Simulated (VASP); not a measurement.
Method: SCAN meta-GGA, VASP's PBE PAW potentials (set 64) (plane waves; VASP).

Input for VASP

**KPOINTS**
```
Automatic mesh
0
Gamma
6 6 6
0 0 0
```

### INCAR
```
! general
SYSTEM =SrF2
PREC   =Accurate
ENCUT  =520
LREAL  =.FALSE.
LASPH  =.TRUE.

! electronic loop
EDIFF  =1E-6
NELM   =100
ALGO   =Normal
LMAXMIX=4
LMIXTAU=.TRUE.

! smearing
ISMEAR =0
SIGMA  =0.05

! functional
METAGGA=SCAN

! ions
IBRION =2
NSW    =60
ISIF   =3
EDIFFG =-0.02

! output
LWAVE  =.FALSE.
LCHARG =.FALSE.
```

File POSCAR:
```
SrF2
1
    0.0000000000     2.8830501593     2.8830501593
    2.8830501593    -0.0000000000     2.8830501593
    2.8830501593     2.8830501593     0.0000000000
Sr F
1 2
Direct
  1.0000000000   1.0000000000   0.0000000000
  0.2500000000   0.2500000000   0.2500000000
  0.7500000000   0.7500000000   0.7500000000
```

POTCAR, in this order: Sr_sv F (PBE.64 set). Program: vasp_std.

What VASP printed:

File OUTCAR:
```
 ion  position               nearest neighbor table
   1  0.000  0.000  0.000-   2 2.50   3 2.50   3 2.50   3 2.50   3 2.50   2 2.50   2 2.50   2 2.50
  LATTYP: Found a face centered cubic cell.
 ALAT       =     5.7661003186
 Subroutine PRICEL returns:
 Original cell was already a primitive cell.
 Subroutine GETGRP returns: Found 48 space group operations
The static configuration has the point symmetry O_h .
The dynamic configuration has the point symmetry O_h .
 Subroutine INISYM returns: Found 48 space group operations
 Subroutine IBZKPT returns following result:
 Found     16 irreducible k-points:

 Following reciprocal coordinates:
            Coordinates               Weight
  0.000000  0.000000  0.000000      1.000000
  0.166667  0.000000  0.000000      8.000000
  0.333333  0.000000  0.000000      8.000000
  0.500000  0.000000  0.000000      4.000000
  0.166667  0.166667  0.000000      6.000000
  0.333333  0.166667  0.000000     24.000000
  0.500000  0.166667  0.000000     24.000000
 -0.333333  0.166667  0.000000     24.000000
 -0.166667  0.166667  0.000000     12.000000
  0.333333  0.333333  0.000000      6.000000
...
```

**OSZICAR**
```
       N       E                     dE             d eps       ncg     rms          rms(c)
DAV:   1     0.126018529836E+03    0.12602E+03   -0.14409E+04   512   0.150E+03
DAV:   2    -0.448009642314E+02   -0.17082E+03   -0.16466E+03   648   0.327E+02
DAV:   3    -0.512060298743E+02   -0.64051E+01   -0.63958E+01   744   0.656E+01
DAV:   4    -0.514286209254E+02   -0.22259E+00   -0.22248E+00   688   0.963E+00
DAV:   5    -0.514326152588E+02   -0.39943E-02   -0.39943E-02   720   0.109E+00    0.151E+01
DAV:   6    -0.424577228434E+02    0.89749E+01   -0.40740E+00   704   0.152E+01    0.125E+01
DAV:   7    -0.424992523890E+02   -0.41530E-01   -0.24511E+00   536   0.167E+01    0.580E+00
DAV:   8    -0.443401755690E+02   -0.18409E+01   -0.37016E+00   736   0.206E+01    0.318E+00
DAV:   9    -0.418314791093E+02    0.25087E+01   -0.20812E+00   784   0.157E+01    0.518E-01
DAV:  10    -0.419457207388E+02   -0.11424E+00   -0.54529E-02   536   0.251E+00    0.606E-01
DAV:  11    -0.417781343906E+02    0.16759E+00   -0.98763E-02   512   0.372E+00    0.307E-01
DAV:  12    -0.419629866690E+02   -0.18485E+00   -0.97411E-02   512   0.361E+00    0.112E-01
DAV:  13    -0.419682571727E+02   -0.52705E-02   -0.18830E-02   520   0.175E+00    0.894E-02
DAV:  14    -0.419709378782E+02   -0.26807E-02   -0.31553E-03   528   0.723E-01    0.233E-02
DAV:  15    -0.419707140641E+02    0.22381E-03   -0.63101E-04   872   0.217E-01    0.425E-02
DAV:  16    -0.419705683064E+02    0.14576E-03   -0.11869E-04   528   0.155E-01    0.311E-02
DAV:  17    -0.419709503479E+02   -0.38204E-03   -0.20478E-04   512   0.222E-01    0.356E-02
DAV:  18    -0.419709033381E+02    0.47010E-04   -0.75805E-05   664   0.101E-01    0.193E-02
DAV:  19    -0.419709509268E+02   -0.47589E-04   -0.21787E-05   512   0.686E-02    0.711E-03
DAV:  20    -0.419709580421E+02   -0.71152E-05   -0.96587E-07   528   0.129E-02    0.560E-03
DAV:  21    -0.419709633854E+02   -0.53434E-05   -0.42968E-07   424   0.868E-03    0.201E-03
DAV:  22    -0.419709667478E+02   -0.33624E-05   -0.30993E-07   400   0.714E-03    0.118E-03
DAV:  23    -0.419709659333E+02    0.81449E-06   -0.16133E-07   320   0.470E-03
   1 F= -.41970966E+02 E0= -.41970966E+02  d E =-.419710E+02
       N       E                     dE             d eps       ncg     rms          rms(c)
DAV:   1    -0.419932871666E+02   -0.22320E-01   -0.48621E-01   512   0.671E+00    0.132E+00
DAV:   2    -0.419722075506E+02    0.21080E-01   -0.94356E-02   536   0.252E+00    0.256E-01
DAV:   3    -0.419713166347E+02    0.89092E-03   -0.32436E-03   512   0.694E-01    0.195E-01
DAV:   4    -0.419693942023E+02    0.19224E-02   -0.29566E-03   616   0.701E-01    0.136E-01
DAV:   5    -0.419667713236E+02    0.26229E-02   -0.42125E-03   512   0.957E-01    0.557E-02
DAV:   6    -0.419678689611E+02   -0.10976E-02   -0.54821E-03   512   0.106E+00    0.309E-02
DAV:   7    -0.419716575885E+02   -0.37886E-02   -0.14398E-03   512   0.545E-01    0.278E-02
DAV:   8    -0.419717609467E+02   -0.10336E-03   -0.89313E-05   560   0.122E-01    0.134E-02
DAV:   9    -0.419717615403E+02   -0.59361E-06   -0.68720E-05   512   0.881E-02    0.711E-03
DAV:  10    -0.419717730033E+02   -0.11463E-04   -0.59061E-06   528   0.303E-02    0.485E-03
DAV:  11    -0.419717981693E+02   -0.25166E-04   -0.76353E-06   512   0.390E-02    0.369E-03
DAV:  12    -0.419717984975E+02   -0.32822E-06   -0.14717E-06   400   0.174E-02
   2 F= -.41971798E+02 E0= -.41971798E+02  d E =-.832564E-03
```

**OUTCAR**
```
------------------------ aborting loop because EDIFF is reached ----------------------------------------
  FORCE on cell =-STRESS in cart. coord.  units (eV):
  Direction    XX          YY          ZZ          XY          YZ          ZX
  --------------------------------------------------------------------------------------
  Total       -0.0339876     -0.0339876     -0.0339876     -0.0000000      0.0000000      0.0000000
  in kB       -1.1246950     -1.1246950     -1.1246950     -0.0000000      0.0000000      0.0000000
  external PRESSURE =      -1.1246950 kB  Pullay stress =       0.0000000 kB
  volume of cell :       48.42
      direct lattice vectors                 reciprocal lattice vectors
     0.000000000  2.892825589  2.892825589    -0.172841391  0.172841391  0.172841391
     2.892825589 -0.000000000  2.892825589     0.172841391 -0.172841391  0.172841391
     2.892825589  2.892825589  0.000000000     0.172841391  0.172841391 -0.172841391
 POSITION                                       TOTAL-FORCE (eV/Angst)
 -----------------------------------------------------------------------------------
      0.00000      2.89283      2.89283        -0.000000     -0.000000     -0.000000
      1.44641      1.44641      1.44641         0.000000      0.000000      0.000000
      4.33924      4.33924      4.33924        -0.000000     -0.000000     -0.000000
 -----------------------------------------------------------------------------------
    total drift:                                0.000000      0.000000      0.000000
  FREE ENERGIE OF THE ION-ELECTRON SYSTEM (eV)
  ---------------------------------------------------
  free  energy   TOTEN  =       -41.9717984975 eV

  energy  without entropy=      -41.9717984975  energy(sigma->0) =      -41.97179850

 reached required accuracy - stopping structural energy minimisation
```
(Selected blocks of OUTCAR.)

File CONTCAR:
```
SrF2
   1.00000000000000
     0.0000000000000000    2.8928255885125211    2.8928255885125211
     2.8928255885125211   -0.0000000000000000    2.8928255885125211
     2.8928255885125211    2.8928255885125211    0.0000000000000000
  Sr              F
     1     2
Direct
     1.0000000000000000    0.0000000000000000    0.0000000000000000
     0.2500000000000000    0.2500000000000000    0.2500000000000000
     0.7500000000000000    0.7500000000000000    0.7500000000000000
```

The compound is SrF2 in the fluorite structure. This run relaxes it. Symmetry was kept, so distortions that lower it aren't found. The start is the result of an earlier pass.
